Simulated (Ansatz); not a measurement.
Relaxing Te$_{2}$Mo

The calculation used DFT PBEsol, scalar-relativistic, plane waves, PAW in Ansatz. Settings: 420 eV cutoff, 12×12×12 k-mesh, Gaussian smearing of 0.02 eV, no spin polarisation.

What was changed in MoS2: S → Te on all its sites, cell and atoms relaxed.

Command:

```bash
ansatz run input.yaml --threads 1 --pin off --max-ram 2560MiB --backend cpu --events-out ev --progress --plain --runs-dir out
```

Input:

```yaml
crystal:
  lattice:
    - [1.7497898731, 1.0102416542, 7.0276699581]
    - [-1.7497898731, 1.0102416542, 7.0276699581]
    - [0.0, -2.0204833085, 7.0276699581]
  atoms:
    - { symbol: Mo, position: [0.9997332849, 0.9997332849, 0.9997332849] }
    - { symbol: Te, position: [0.4186298673, 0.4186298673, 0.4186298673] }
    - { symbol: Te, position: [0.2476378478, 0.2476378478, 0.2476378478] }
basis:
  ecutwfc: 420
kpoints:
  mp_grid: { grid: [12, 12, 12] }
hamiltonian:
  xc: pbesol
scf:
  occupations: { method: gaussian, width: 0.02 }
output:
  forces: true
  stress: true
  eigenvalues: true
  write_density: true
  write_potential: true
  elf: true
  volumetric_format: npy
relax:
  adjacent_minimum: "off"
  f_tol: 0.01
  max_steps: 60
  cell: { stress_tol: 0.1 }
```

F is the free energy. Steps run on the plane waves of an earlier cell, but the last one, and at times one on the way, on a freshly chosen basis, so a repeated geometry can differ a little in energy.

Steps:

```csv
step,F − F(1) (eV),largest force component (eV/Å),V (Å³/atom),P (GPa)
1,0.0000,0.014,24.846,0.00
2,0.0002,0.050,24.952,0.10
3,0.0000,0.000,24.881,0.02
4,-0.0001,0.000,24.881,0.02
```

Relaxed structure:

```
CELL_PARAMETERS angstrom
1.74997 1.01034 7.03614
-1.74997 1.01034 7.03614
0.00000 -2.02069 7.03614
ATOMIC_POSITIONS crystal
Mo 0.99973 0.99973 0.99973
Te 0.41848 0.41848 0.41848
Te 0.24779 0.24779 0.24779
```

The structure is trigonal, space group R3m (No. 160). The conventional cell has a = 3.500 Å, b = 3.500 Å, c = 21.108 Å, α = 90.00°, β = 90.00°, γ = 120.00°. Around Mo (site symmetry 3m) lie 6 Te at 2.71 Å. Te (site symmetry 3m) is surrounded by 3 Mo at 2.71 Å. Te (site symmetry 3m) is surrounded by 3 Mo at 2.71 Å.

The run converged. It took 3.9 min on 1 thread of Intel(R) Xeon(R) Platinum 8259CL CPU @ 2.50GHz (Skylake/Cascade Lake), with other jobs on the host, peak memory 0.71 GiB.